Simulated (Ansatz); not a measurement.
Isolated molecules relaxed with PBE0-D4/def2-TZVP in Ansatz; ΔE leaves out vibrations. CCSD(T)/CBS adds triple-zeta CCSD(T) − MP2 to the extrapolated MP2 energy (def2 sets, frozen cores). DFT in def2-TZVPP. B3LYP here is the variant with VWN-RPA as its local correlation; programs differ in this. def2 core potentials past Kr. For Te outer-core shells are correlated without core-valence functions, which leaves a few kJ/mol of doubt a bond. Each species was taken in one conformer, which may not be the lowest.

Reaction (ligand exchange at a B–C bond): `OB(O)C1=CCC=C1` + `CC(C)[TeH]` → `CC(C)[Te]B(O)O` + `C1=CCC=C1`

Task: Is it downhill or uphill in electronic energy at CCSD(T)/CBS, and by how much? (Estimate.)

Result: Computed: Downhill: ΔE = -21.5 kJ/mol.

Task: What do these levels give: PBE-D4, r2SCAN-D4, B3LYP-D4, B2PLYP, PBE, r2SCAN, PBE0, B3LYP, HF/def2-QZVPP, MP2/def2-QZVPP, SCS-MP2/def2-QZVPP, HF/CBS(def2)? (Best estimate.)

Result: The calculation gave: PBE-D4 -20.8, r2SCAN-D4 -19.5, B3LYP-D4 -15.6, B2PLYP -17.3, PBE -19.9, r2SCAN -19.5, PBE0 -18.6, B3LYP -13.7, HF/def2-QZVPP -8.2, MP2/def2-QZVPP -27.2, SCS-MP2/def2-QZVPP -22.1, HF/CBS(def2) -8.1 kJ/mol.

Largest T1 diagnostic among the species: 0.012.

In def2-TZVPP, CCSD(T) changes the Hartree–Fock value by −9.5 kJ/mol (the triples alone add −2.4 kJ/mol) and MP2 by −16.9 kJ/mol.
